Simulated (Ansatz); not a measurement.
**How Se answers to pressure**

```cif
data_structure
_symmetry_space_group_name_H-M 'P 1'
_symmetry_Int_Tables_number 1
_cell_length_a 6.7239
_cell_length_b 6.7239
_cell_length_c 6.7239
_cell_angle_alpha 115.321
_cell_angle_beta 115.321
_cell_angle_gamma 115.321
_cell_volume 165.05
loop_
_atom_site_label
_atom_site_type_symbol
_atom_site_fract_x
_atom_site_fract_y
_atom_site_fract_z
_atom_site_occupancy
Se1 Se 0.28066 0.16251 0.91818 1
Se2 Se 0.91818 0.28066 0.16251 1
Se3 Se 0.16251 0.91818 0.28066 1
Se4 Se 0.71934 0.83749 0.08182 1
Se5 Se 0.08182 0.71934 0.83749 1
Se6 Se 0.83749 0.08182 0.71934 1
```

The runs use the primitive cell with vectors (5.681, 3.280, 1.476), (-5.681, 3.280, 1.476), (0.000, -6.560, 1.476) Å, to which the k mesh refers.

The cell is COD entry 9013138, as deposited and not checked against the literature; nothing was relaxed.

The calculation used Ansatz 0.2.0, DFT, PBEsol, all-electron LAPW, scalar-relativistic.

Numerical set-up: a Γ-centred 6×6×6 k mesh, Fermi–Dirac smearing of 0.01 eV, basis error target 1 meV/atom, no spin polarisation.

The cell is scaled evenly with fractional coordinates held. Semilocal gaps are too small, but their slopes carry over better.

```json
{"V/V(cell)": "0.9400", "P (GPa)": "3.95", "gap on the k mesh (eV)": "1.246"}
{"V/V(cell)": "0.9600", "P (GPa)": "2.52", "gap on the k mesh (eV)": "1.208"}
{"V/V(cell)": "0.9800", "P (GPa)": "1.24", "gap on the k mesh (eV)": "1.171"}
{"V/V(cell)": "0.9900", "P (GPa)": "0.66", "gap on the k mesh (eV)": "1.154"}
{"V/V(cell)": "1.0000", "P (GPa)": "0.10", "gap on the k mesh (eV)": "1.137"}
{"V/V(cell)": "1.0100", "P (GPa)": "-0.43", "gap on the k mesh (eV)": "1.120"}
{"V/V(cell)": "1.0200", "P (GPa)": "-0.93", "gap on the k mesh (eV)": "1.104"}
{"V/V(cell)": "1.0400", "P (GPa)": "-1.85", "gap on the k mesh (eV)": "1.073"}
```

Q: From the rows at 0.9900 and 1.0100, what is the bulk modulus at the cell's volume?

A: B = −ΔP/Δln V = −[(-0.43) − (0.66)]/0.02000 = 54.5 GPa.

Q: What are the gap's volume deformation potential and pressure coefficient?

A: dEg/dln V = (1.120 − 1.154)/0.02000 = -1.70 eV, and dEg/dP = −(dEg/dln V)/B = 31 meV/GPa: pressure widens the gap.

Q: Predict the row at V/V(cell) = 1.0600. How far is a linear estimate of P off?

A: P = -2.68 GPa, gap 1.044 eV. The linear estimate P(cell) − B ln(V/V(cell)) = -3.08 GPa misses by 0.40 GPa, since the modulus falls on expansion.
